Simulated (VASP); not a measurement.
```
AlLaO3
1.0
    3.74057     0.00000     0.00000
    0.00000     3.74057     0.00000
    0.00000     0.00000     3.74057
La Al O
1 1 3
Direct
  0.00000   0.00000   0.00000
  0.50000   0.50000   0.50000
  0.50000   0.00000   0.50000
  0.00000   0.50000   0.50000
  0.50000   0.50000   0.00000
```

Method: SCAN meta-GGA, VASP's PBE PAW potentials (set 64) (plane waves; VASP). Run with 520 eV cut-off, 6×6×6 Γ-centred mesh, Gaussian smearing of 0.050 eV, potentials La Al O.

### Question
Give the stress tensor in GPa (positive for a compressed cell).

### Answer

```
6.99  0.00  0.00
0.00  6.99  0.00
0.00  0.00  6.99
```
The pressure is its mean diagonal, 6.99 GPa.

The compound is LaAlO3 in the cubic perovskite structure, the ideal cubic form; the compound distorts at low or room temperature. This cell is one point of a volume scan, at 0.97 of the reference volume.
